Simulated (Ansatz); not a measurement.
CH3CN on a (001) slab of C (R-3m (No. 166)), a single plane, 1 a cell of 47.4 Å², relaxed and still whole (its atoms last):

```
CELL_PARAMETERS angstrom
7.39515 0.00000 0.00000
-3.69757 6.40439 0.00000
0.00000 0.00000 20.99191
ATOMIC_POSITIONS crystal
C 0.55556 0.44444 0.38110
C 0.55634 0.77838 0.38124
C 0.55606 0.11086 0.38124
C 0.88953 0.44495 0.38130
C 0.88933 0.77759 0.38105
C 0.88873 0.11097 0.38099
C 0.22266 0.44419 0.38117
C 0.22211 0.77776 0.38129
C 0.22279 0.11155 0.38087
C 0.44451 0.22239 0.38100
C 0.44477 0.55527 0.38120
C 0.44528 0.88924 0.38132
C 0.77808 0.22183 0.38122
C 0.77867 0.55603 0.38121
C 0.77788 0.88908 0.38101
C 0.11180 0.22250 0.38091
C 0.11114 0.55575 0.38134
C 0.11125 0.88846 0.38105
C 0.30740 0.25513 0.54302
C 0.09112 0.08799 0.54062
N 0.91815 0.95432 0.53868
H 0.35204 0.31155 0.59206
H 0.41069 0.19910 0.52559
H 0.32988 0.38631 0.51295
```

All numbers below come from Ansatz, DFT PBE+D3(BJ), scalar-relativistic, plane waves, PAW. Settings: cutoff 420 eV, Γ-centred mesh 3×3×1 on the computed 24-atom cell, Gaussian smearing of 0.05 eV; no spin polarisation. A dipole correction removes the field between periodic images along c.

It binds with 0.32 eV a molecule against the clean slab and the free molecule (no zero-point or thermal terms); its shortest contact is H–C 2.97 Å. Take first-order desorption with no barrier to adsorption, no reaction on the face and an assumed prefactor of 10^13 s⁻¹.

Q: How long does a molecule stay at 400 K?

A: τ = ν⁻¹·exp(E/k_BT) with k_BT = 0.0345 eV: E/k_BT = 9.3, so τ ≈ 1×10^-9 s. At about one hit a site a second (10⁻⁶ mbar) the coverage is near τ × 1 s⁻¹, so a layer needs roughly 9×10^2 mbar.

Q: Where does its peak lie in a desorption experiment heated at 5 K/s?

A: The peak obeys E/(k_B·T_p²) = (ν/β)·exp(−E/k_BT_p). Solving gives T_p ≈ 125 K (E/k_BT_p = 29.8). An error of 0.1 eV in E moves it by about 39 K, and larger molecules have larger prefactors, which lowers it.

Q: Is this physisorption or chemisorption?

A: The tightest contact, C–C 3.47 Å, is 2.28 times the sum of covalent radii, and deformation and lateral interaction add up to -0.08 eV; under 0.01 e cross the plane between them. This is physisorption.